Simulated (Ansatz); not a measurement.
**BaTiO3: how strain makes field gradients**

```yaml
crystal:
  lattice:
    - [4.00730, 0.00000, 0.00000]
    - [0.00000, 4.00730, 0.00000]
    - [0.00000, 0.00000, 4.00730]
  atoms:
    - { symbol: Ba, position: [0.50000, 0.50000, 0.50000] }
    - { symbol: Ti, position: [0.00000, 0.00000, 0.00000] }
    - { symbol: O, position: [0.50000, 0.00000, 0.00000] }
    - { symbol: O, position: [0.00000, 0.50000, 0.00000] }
    - { symbol: O, position: [0.00000, 0.00000, 0.50000] }
```

Atom numbers follow the list: Ba1, Ti2, O3, O4, O5.

The cell is COD entry 1507757, as deposited and not checked against the literature; nothing was relaxed.

Computed with Ansatz 0.2.0, DFT, PBE, all-electron PAW with datasets made for the crystal, scalar-relativistic.

Settings: a Γ-centred 8×8×8 k mesh, Fermi–Dirac smearing of 0.05 eV, cutoff 540 eV (chosen by the program for this cell), no spin polarisation.

The strain is applied along the Cartesian axes of the cell as listed (γ is the engineering shear, twice εxy = εyz = εzx). Fractional coordinates are held (clamped ions).

The columns are Cartesian components of the electric field gradient at the nuclei, in 10²¹ V/m².

Spin–orbit coupling is left out, which moves gradients at and beside heavy atoms by some per cent and at worst by a factor of two.

Only quantities that a quadratic follows smoothly over the whole series are listed; rougher ones are left out.

| γ | Vxy at Ba1 | Vxy at Ti2 | Vxy at O3 |
| --- | --- | --- | --- |
| -0.0300 | -1.61 | 0.60 | -0.40 |
| -0.0100 | -0.58 | 0.20 | -0.13 |
| 0.0000 | 0.00 | 0.00 | 0.00 |
| 0.0100 | 0.62 | -0.20 | 0.14 |
| 0.0200 | 1.27 | -0.39 | 0.28 |
| 0.0300 | 1.95 | -0.58 | 0.42 |

(1) Fit the series and give the gradient–strain slopes.

(2) One run, at γ = -0.0200, is withheld. Predict its row.

## Answers

(1) Least-squares fits y = p0 + p1 x + p2 x² to the rows give Vxy at Ba1: p1 = 59.4, p2 = 190; Vxy at Ti2: p1 = -19.7, p2 = 12; Vxy at O3: p1 = 13.7, p2 = 8.3. The slopes p1 are in 10²¹ V/m² per unit strain, for clamped ions.

(2) The fits give -1.11, 0.40, -0.27; the run gave -1.12, 0.40, -0.27.
